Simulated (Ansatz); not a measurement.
# Hf3S8: the cost of one run

Method: DFT PBEsol, scalar-relativistic, plane waves, PAW, in Ansatz 0.2.0.

1 further run of the same task is left out (it didn't finish).

## (1) The structure to begin with

It takes space group P-3m1 (No. 164, trigonal). Conventional cell: a = 3.593 Å, b = 3.593 Å, c = 5.946 Å, α = 90.00°, β = 90.00°, γ = 120.00°. Hf (site symmetry -3m) is surrounded by 6 S at 2.53 Å. S (site symmetry 3m) is surrounded by 3 Hf at 2.53 Å.

Coordinates:

```
CELL_PARAMETERS angstrom
3.59283 0.00000 0.00000
-1.79641 3.11148 0.00000
0.00000 0.00000 5.94589
ATOMIC_POSITIONS crystal
Hf 0.00000 0.00000 0.00000
S 0.66667 0.33333 0.75625
S 0.33333 0.66667 0.24375
```

It goes back to an entry of the Materials Project.

This cell was relaxed beforehand with the same method: volume 22.16 Å³/atom, gap on the mesh 0.96 eV.

## (2) What is varied

Atoms count from 1 in the order of the input.

An atom moved over a plane that holds its own site and a neighbouring vacancy.

The axes are (1) path of Hf1 from its site (0) to the vacancy (1), 3.593 Å: 11 values from −0.125 to 1.125; (2) shift of Hf1 across the path, along [2 1 0]: 9 values from −0.700 Å.

Nothing else is relaxed (all other atoms held at the sites of the perfect crystal). Points are written as (first, second).

## (3) Point (0.250, −0.700 Å)

The input, input.yaml:

```yaml
crystal:
  lattice:
    - [-1.7964133763, 3.1114792391, -5.9458943926]
    - [-1.7964133763, 3.1114792391, 5.9458943926]
    - [7.185653505, 0.0, 0.0]
  atoms:
    - { symbol: Hf, position: [-0.1812433449, -0.1812433449, 0.3875133102] }
    - { symbol: Hf, position: [0.5, 0.5, 0.0] }
    - { symbol: Hf, position: [0.0, 0.0, 0.0] }
    - { symbol: S, position: [0.7885426398, 0.5447906936, 0.3333333333] }
    - { symbol: S, position: [0.2885426398, 0.0447906936, 0.3333333333] }
    - { symbol: S, position: [0.7885426398, 0.5447906936, 0.8333333333] }
    - { symbol: S, position: [0.2885426398, 0.0447906936, 0.8333333333] }
    - { symbol: S, position: [0.2114573602, 0.4552093064, 0.1666666667] }
    - { symbol: S, position: [0.7114573602, 0.9552093064, 0.1666666667] }
    - { symbol: S, position: [0.2114573602, 0.4552093064, 0.6666666667] }
    - { symbol: S, position: [0.7114573602, 0.9552093064, 0.6666666667] }
total_charge: -4
basis:
  ecutwfc: 420
kpoints:
  mp_grid: { grid: [4, 4, 4] }
hamiltonian:
  xc: pbesol
scf:
  occupations: { method: gaussian, width: 0.05 }
output:
  forces: true
  stress: true
  eigenvalues: true
  write_density: true
  write_potential: true
  elf: true
  volumetric_format: npy
```

Launch:

```console
ansatz run input.yaml --threads 4 --pin off --max-ram 8192MiB --backend cpu --events-out ev --progress --plain --runs-dir out
```

**Question.** How long does this run take on 4 threads of Intel Xeon Platinum 8488C (Sapphire Rapids), shared host, and how much memory does it need?

About 24 s, with a peak of 1.1 GiB.
